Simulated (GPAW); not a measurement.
A run of GPAW 26.7.0:

Contents of run.py:

```python
from ase.calculators.mixing import SumCalculator
from ase.filters import FrechetCellFilter
from ase.io import write
from ase.optimize import LBFGS
from ase.spacegroup import crystal
from ase.units import GPa
from dftd3.ase import DFTD3
from gpaw import GPAW, PW

# Ru 2c
atoms = crystal(['Ru'],
                basis=[[0.6666666667, 0.3333333333, 0.75]],
                spacegroup=194, setting=1,  # P6_3/mmc
                cellpar=[2.7058, 2.7058, 4.2819, 90.0, 90.0, 120.0],
                primitive_cell=True)

calc = GPAW(mode=PW(600),
            xc='MGGA_X_SCAN+MGGA_C_SCAN',
            kpts={'size': (8, 8, 5), 'gamma': True},
            occupations={'name': 'fermi-dirac', 'width': 0.05},
            nbands=29,
            convergence={'density': 1e-05, 'energy': 1e-05},
            maxiter=150,
            txt='gpaw.txt')
atoms.calc = SumCalculator([calc, DFTD3(method='scan', damping='d3bj')])
opt = LBFGS(FrechetCellFilter(atoms, scalar_pressure=20 * GPa), trajectory='relax.traj', logfile='-')
done = opt.run(fmax=0.02, steps=100)
calc.write('gs.gpw')
write('result.traj', atoms)
print('Converged:', done)
print('Cell:', atoms.cell.cellpar().round(4))
print('Volume:', round(atoms.get_volume(), 4))
print(atoms.get_scaled_positions().round(5))
```

Potentials or basis: GPAW PAW data sets (gpaw-data 1.2.1), pw.

Run with:

```console
$ OMP_NUM_THREADS=1 python run.py
```

Hardware: 1 thread of AMD EPYC 9R45 96-Core Processor (Zen 5), with other jobs on the host.

Problem. How long does it take, and how much memory?

Solution. It took 65 s on 1 thread of AMD EPYC 9R45 96-Core Processor (Zen 5), with other jobs on the host, peak memory 0.57 GiB. Counts: scf iterations 43, plane waves 929, bands 29, k points 40, ion steps 4.
